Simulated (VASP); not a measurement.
**NiSb (Breithauptite): single point with LDA**

NiSb (Breithauptite):

```xyz
4
Lattice="3.9280 0.0000 0.0000 -1.9640 3.4017 0.0000 0.0000 0.0000 5.1200" Properties=species:S:1:pos:R:3 pbc="T T T"
Ni    0.0000    0.0000    0.0000
Ni    0.0000    0.0000    2.5600
Sb    0.0000    2.2678    1.2800
Sb    1.9640    1.1339    3.8400
```

```yaml
Program: VASP 6.6.1
Task: single point
Functional: LDA
Potentials_or_basis: VASP PAW LDA potentials, release 64 (Ni, Sb)
Cutoff: 520 eV
k_mesh: 6 × 6 × 4
Occupations: methfessel-paxton, width 0.15 eV
Spin: collinear spin, typed start
Starting_moments: "[1.5, 1.5, 0.0, 0.0] μB"
Dipole_correction: no
Further_INCAR_settings: ALGO = Normal; EDIFF = 1e-06; NBANDS = 27
```

* Pressure: -5.0 GPa
* Band gap on the k mesh: none (metal or under the smearing width)
* Net moment: 0.00 μB per cell
* Valence electrons inside the program's atomic spheres: Ni 9.42; Sb 2.45

Stress tensor (GPa, compression positive):
```
-5.23  0.00  0.00
 0.00 -5.23  0.00
 0.00  0.00 -4.61
```

Levels at points of the mesh, in eV from the Fermi level:
Spin up:
| k point | band 13 | band 14 | band 15 | band 16 | band 17 | band 18 |
| --- | --- | --- | --- | --- | --- | --- |
| (0.00, 0.00, 0.00) | -0.08 | 0.54 | 0.54 | 2.43 | 2.43 | 3.10 |
| (0.50, 0.00, 0.00) | -1.67 | -1.47 | -1.39 | -0.46 | 1.10 | 3.41 |
| (0.00, 0.00, 0.50) | 0.18 | 0.18 | 2.01 | 2.01 | 2.01 | 2.01 |
| (0.50, 0.00, 0.50) | -1.87 | -1.87 | 0.15 | 0.15 | 1.63 | 1.63 |
Spin down:
```
           k point  band 13  band 14  band 15  band 16  band 17  band 18
(0.00, 0.00, 0.00)    -0.08     0.54     0.54     2.43     2.43     3.10
(0.50, 0.00, 0.00)    -1.67    -1.47    -1.39    -0.46     1.10     3.41
(0.00, 0.00, 0.50)     0.18     0.18     2.01     2.01     2.01     2.01
(0.50, 0.00, 0.50)    -1.87    -1.87     0.15     0.15     1.63     1.63
```

Run time: 60 s on 1 thread of Intel(R) Xeon(R) Platinum 8488C (Sapphire Rapids), on a shared host, peak memory 0.2 GiB.

Caveat: the starting moments collapsed, and a magnetic state may lie lower. The run has no spin-orbit coupling, so splittings on Sb are missing.
